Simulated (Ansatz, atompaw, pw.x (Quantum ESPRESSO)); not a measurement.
**silicon (Si) (fcc): variants of one PAW (atompaw) potential in the solid**

* Element: silicon (Si)
* Generator: atompaw 4.2.0.5
* Type: PAW
* Functional: LDA (PW92)
* Relativity: scalar-relativistic
* Frozen core: [Ne]
* Valence charge: 4
* Reference configuration: 3s2 3p2
* Partial waves: 3s (bound): rc 1.95 bohr; 3s channel at 4.3 Ry: rc 1.95 bohr; 3p (bound): rc 1.95 bohr; 3p channel at 0.45 Ry: rc 1.85 bohr; 3d channel at 0.2 Ry: rc 1.65 bohr; 3d channel at 2.85 Ry: rc 1.65 bohr
* Local potential: bessel scheme, radius 1.55 bohr
* Core correction: smooth core density matched at 1.60 bohr
* Augmentation charge: sinc compensation charge, radius 1.90 bohr; PAW radius 1.95 bohr; waves and projectors: custom rrkj vanderbiltortho

Crystal test: fcc Si in pw.x 7.5, no spin, 15³ k-points, Fermi–Dirac smearing 0.01 Ry, cutoffs set for each file from its atomic test. The reference is all-electron LAPW (Ansatz 0.2.0) with the same functional, mesh and smearing; V0 and B0 come from Birch–Murnaghan fits to the pressures at five volumes. Errors are pseudo minus all-electron; Δ is the rms difference of the E(V) curves that follow from these fits, minima aligned, over ±6 % about the mean V0. Mesh and smearing are coarse, so the numbers serve the comparison and aren't converged zero-temperature values; the lattice is a test structure that the element need not adopt.

All-electron: a0 = 3.818 Å (V0 = 13.92 Å³/atom), B0 = 90.0 GPa.

3 further variants are left out: they gave no file fit for a test, a broken result, the same result as the base, or pressures whose basis-set error rivals the error shown.

| change | cutoffs (Ry) | pw.x | a0 (Å) | a0 error (%) | B0 error (%) | Δ (meV/atom) | mean pressure error (GPa) |
| --- | --- | --- | --- | --- | --- | --- | --- |
| base | 40/400 | converged | 3.819 | +0.02 | +0.3 | 0.2 | +0.07 |
| all radii scaled by about 1.24 (s 2.42, p 2.42, d 2.04 bohr); local potential bessel scheme, radius 1.92 bohr; augmentation sinc compensation charge, radius 2.36 bohr; PAW radius 2.42 bohr; waves and projectors: custom rrkj vanderbiltortho; core correction smooth core density matched at 1.98 bohr | 40/400 | converged | 3.818 | -0.01 | +0.9 | 0.1 | -0.03 |

(1) Give the row for: all radii scaled by about 1.17 (s 2.28, p 2.28, d 1.92 bohr); local potential bessel scheme, radius 1.80 bohr; augmentation sinc compensation charge, radius 2.22 bohr; PAW radius 2.28 bohr; waves and projectors: custom rrkj vanderbiltortho; core correction smooth core density matched at 1.86 bohr.

Answers

(1) pw.x: converged; mean pressure error (GPa): +0.19; a0 (Å): 3.821; a0 error (%): +0.07; B0 error (%): +0.2; Δ (meV/atom): 0.6.
